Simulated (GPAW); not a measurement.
Runs of GPAW 26.7.0 on AlN. The structure is hexagonal, space group P6_3mc (No. 186). The conventional cell has a = 3.113 Å, b = 3.113 Å, c = 4.981 Å, α = 90.00°, β = 90.00°, γ = 120.00°. Al (site symmetry 3m) has 4 N at 1.89 Å as nearest neighbours. N (site symmetry 3m) is surrounded by 4 Al at 1.89 Å. 

```csv
task,level,potentials or basis,cell,k mesh,cutoff (eV),smearing,response ecut,frequency,extrapolate,vertex,qp bands,mesh quality,gap on the mesh (eV),pressure (GPa),largest force (eV/Å)
hybrid scf,r2SCAN-EpsX,"GPAW PAW data sets (gpaw-data 1.2.1), pw",as given,4 × 4 × 3,600,fermi-dirac 0.001 eV,-,-,-,-,-,coarse,6.63,-,-
relaxation of cell and atoms,AM05,"PAW data sets generated in the run's folder for this functional, pw",relaxed,7 × 7 × 4,800,fermi-dirac 0.05 eV,-,-,-,-,-,not flagged,(b),0.0,0.01
dielectric tensor,PBE,"GPAW PAW data sets (gpaw-data 1.2.1), pw",as given,8 × 8 × 5,600,fermi-dirac 0.001 eV,80 eV,-,-,-,-,not flagged,4.20,-,-
one-shot levels on a semilocal density,TPSS,"GPAW PAW data sets (gpaw-data 1.2.1), pw",as given,5 × 5 × 3,600,fermi-dirac 0.001 eV,-,-,-,-,-,coarse,(a),-,-
single point,LDA,"the program's PAW data sets (release 1.2.1) made for this functional, pw",as given,8 × 8 × 5,600,fermi-dirac 0.05 eV,-,-,-,-,-,not flagged,4.25,-10.6,(c)
single point,PBE,"GPAW PAW data sets (gpaw-data 1.2.1), pw",as given,8 × 8 × 5,600,fermi-dirac 0.05 eV,-,-,-,-,-,not flagged,4.20,-1.6,0.13
band structure,vdW-DF-cx,"GPAW PAW data sets (gpaw-data 1.2.1), pw",as given,7 × 7 × 4,800,fermi-dirac 0.05 eV,-,-,-,-,-,not flagged,4.29,-,0.14
```

Alike in all rows: no spin polarisation.

Problem. Fill in the values left out.

Solution. (a) 4.15; (b) 4.13; (c) 0.12.

Caveats: some runs use coarse meshes; the PAW data sets were made with another functional, which shifts forces and pressure a little (some runs); the cutoff is short for stress and forces, so pressures can be off by a GPa or more (some runs); exact exchange converges slowly with the k mesh, and this mesh is small (some runs); the scaled meta-GGA exchange is a class typed in the script (some runs); later steps reuse the first step's grids (some runs); the long-wavelength limit can be off by a per cent or two (some runs); energy and the plain gap are those of the semilocal run (some runs).

A k mesh can miss the band edges.
